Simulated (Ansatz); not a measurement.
A (100) slab of Ir (Fm-3m (No. 225)), 6 planes, outer planes Ir (top) and Ir (bottom), with 6 atoms (Ir6) in a surface cell of A = 7.491 Å², as cut from the bulk:

```
CELL_PARAMETERS angstrom
2.73697 0.00000 0.00000
0.00000 2.73697 0.00000
0.00000 0.00000 24.67664
ATOMIC_POSITIONS crystal
Ir 0.50000 0.50000 0.30393
Ir 0.00000 0.00000 0.38236
Ir 0.50000 0.50000 0.46079
Ir 0.00000 0.00000 0.53921
Ir 0.50000 0.50000 0.61764
Ir 0.00000 0.00000 0.69607
```

All numbers below come from DFT PBE, scalar-relativistic, plane waves, PAW in Ansatz 0.2.0. Cutoff 420 eV; k points 13×13×1 on the computed 6-atom cell (Γ-centred); Gaussian smearing, width 0.10 eV; no spin polarisation. The cell repeats along c with a dipole correction in the vacuum.

Against the same 6 atoms in the bulk, the slab as cut lies 2.777 eV higher and the relaxed slab 2.673 eV higher.

(1) Work out the surface energy before and after relaxation.

(2) A cut through this plane breaks about 4 nearest-neighbour bonds a surface cell. What does each broken bond cost, before relaxation?

(3) What is the ideal work of this cut, per area?

## Answers

(1) The slab has two faces, so γ = (E_slab − N·E_bulk)/(2A), the mean of both. As cut: 2.777/(2 × 7.491) = 0.1854 eV/Å², and 1 eV/Å² = 16.02 J/m², so γ = 2.97 J/m². Relaxed: 2.673/(2 × 7.491) = 0.1784 eV/Å² = 2.86 J/m². Relaxation recovers 4 % of the cost of cutting.

(2) One cut makes two faces and costs 2γA = 2.777 eV, shared by 4 bonds: 0.69 eV a bond. In a metal this is less than the cohesive energy a bond, since the bonds that remain at the surface strengthen.

(3) Griffith's ideal work is 2γ: 5.94 J/m² if the new faces stay rigid, 5.72 J/m² if they relax. One thickness was run, 6 planes, so γ can still shift with it.